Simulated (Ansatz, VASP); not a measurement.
**One calculation of KTaO3, two programs**

```
K Ta O
1.0
     3.94223    0.00000    0.00000
     0.00000    3.94223    0.00000
     0.00000    0.00000    3.94223
K Ta O
1 1 3
Direct
  0.50000 0.50000 0.50000
  0.00000 0.00000 0.00000
  0.50000 0.00000 0.00000
  0.00000 0.50000 0.00000
  0.00000 0.00000 0.50000
```

Alike in both runs: task single point; functional PBE; k mesh 8 × 8 × 8; occupations gaussian, width 0.02 eV; no spin polarisation.

|  | VASP | Ansatz |
| --- | --- | --- |
| version | VASP 6.6.1 | Ansatz 0.2.0 |
| potentials or method | VASP PAW PBE potentials, release 64 (K_sv, Ta_pv, O) | scalar-relativistic, plane waves, PAW |
| plane-wave cutoff (eV) | 520 | 420 |
| valence electrons in the cell | 38 | 40 |

|  | VASP | Ansatz | Ansatz less VASP |
| --- | --- | --- | --- |
| gap on the k mesh at the Fermi level (eV) | 2.25 | 2.30 | +0.050 |
| least direct gap on the mesh (eV) | 2.85 | 2.89 | +0.036 |
| pressure (GPa) | 14.2 | 13.4 | -0.81 |

With one functional, cell and mesh, what is left measures potentials, basis and numerics. The two sets of potentials don't hold the same shells in valence.

Caveats: spin-orbit coupling is left out, which moves the levels of the heavy elements. A k mesh can miss the band edges.
